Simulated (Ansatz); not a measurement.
Bicrystals of relaxed bulk Rh (Fm-3m, 14.05 Å³/atom, gap on the mesh 0.00 eV): one grain is mirrored in the boundary plane and shifted (fractions of the plane's cell), where said the two species change places in it, close atoms are joined, tilt boundaries are opened by 0.15 Å, then atoms and the cell's height are relaxed. Energies are the mean of the cell's two boundaries over the bulk on a matched mesh; other shifts may lie lower.

Theory: Ansatz 0.2.0, DFT PBE, scalar-relativistic, plane waves, PAW.

Plane waves to 420 eV, a k mesh through Γ of 12×4×2 on the computed 36-atom cell and Gaussian smearing (0.10 eV); no spin polarisation.

Start (Σ9 (221), mirror between planes, shift [0, 0.5]):

```
Rh
1.0
     2.70820    0.00000    0.00000
     0.00000    8.12461    0.00000
     0.00000    0.00000   23.27987
Rh
36
Direct
  0.00000 0.44444 0.04102
  0.00000 0.88889 0.09586
  0.00000 0.22222 0.26038
  0.00000 0.66667 0.31522
  0.50000 0.16667 0.06844
  0.50000 0.61111 0.12328
  0.50000 0.38889 0.34264
  0.50000 0.83333 0.39748
  0.50000 0.72222 0.01360
  0.50000 0.05556 0.17812
  0.50000 0.50000 0.23296
  0.50000 0.94444 0.28780
  0.50000 0.27778 0.45232
  0.00000 0.33333 0.15070
  0.00000 0.77778 0.20554
  0.00000 0.11111 0.37006
  0.00000 0.55556 0.42490
  0.00000 0.00000 0.47974
  0.00000 0.94444 0.95254
  0.00000 0.38889 0.89770
  0.00000 0.72222 0.73318
  0.00000 0.16667 0.67834
  0.50000 0.66667 0.92512
  0.50000 0.11111 0.87028
  0.50000 0.88889 0.65092
  0.50000 0.33333 0.59608
  0.50000 0.22222 0.97996
  0.50000 0.55556 0.81544
  0.50000 0.00000 0.76060
  0.50000 0.44444 0.70576
  0.50000 0.77778 0.54124
  0.00000 0.83333 0.84286
  0.00000 0.27778 0.78802
  0.00000 0.61111 0.62350
  0.00000 0.05556 0.56866
  0.00000 0.50000 0.51382
```

Problem. What does the relaxation give?

Solution. The free energy falls by 102 meV/atom.

| Quantity | Value |
| --- | --- |
| boundary energy (mJ/m²) | 1297 |
| excess width (Å) | 0.36 |
| gap on the mesh (eV) | 0 |

Relaxed structure:
```
Rh
1.0
     2.70820    0.00000    0.00000
     0.00000    8.12461    0.00000
     0.00000    0.00000   23.69915
Rh
36
Cartesian
  0.0000 3.5932 0.9723
  0.0000 7.2555 2.3425
  0.0000 1.8158 6.1835
  0.0000 5.4195 7.4131
  1.3541 1.3542 1.7599
  1.3541 4.9491 2.9510
  1.3541 3.1619 8.0757
  1.3541 6.7370 9.3545
  1.3541 5.9378 0.5214
  1.3541 0.4481 4.2838
  1.3541 4.0518 5.5132
  1.3541 7.6769 6.8174
  1.3541 2.2749 10.7248
  0.0000 2.7057 3.6210
  0.0000 6.3153 4.8795
  0.0000 0.9188 8.7460
  0.0000 4.5135 9.9367
  0.0000 8.0549 11.1756
  0.0000 7.6555 22.5742
  0.0000 3.1932 21.2039
  0.0000 5.8781 17.3629
  0.0000 1.3572 16.1333
  1.3541 5.4165 21.7865
  1.3541 0.8867 20.5954
  1.3541 7.2242 15.4708
  1.3541 2.6747 14.1920
  1.3541 1.8755 23.0250
  1.3541 4.5104 19.2627
  1.3541 -0.0105 18.0332
  1.3541 3.6146 16.7290
  1.3541 6.3372 12.8217
  0.0000 6.7680 19.9254
  0.0000 2.2530 18.6669
  0.0000 4.9811 14.8005
  0.0000 0.4512 13.6098
  0.0000 3.9926 12.3708
```

Small energy differences in metals hang on the k mesh (about 10 mJ/m² or 1 to 2 meV/atom on the mesh of the relaxation).

It took 38 min on 4 threads of Intel(R) Xeon(R) Processor @ 2.70GHz, on a shared host, peak memory 7.1 GiB.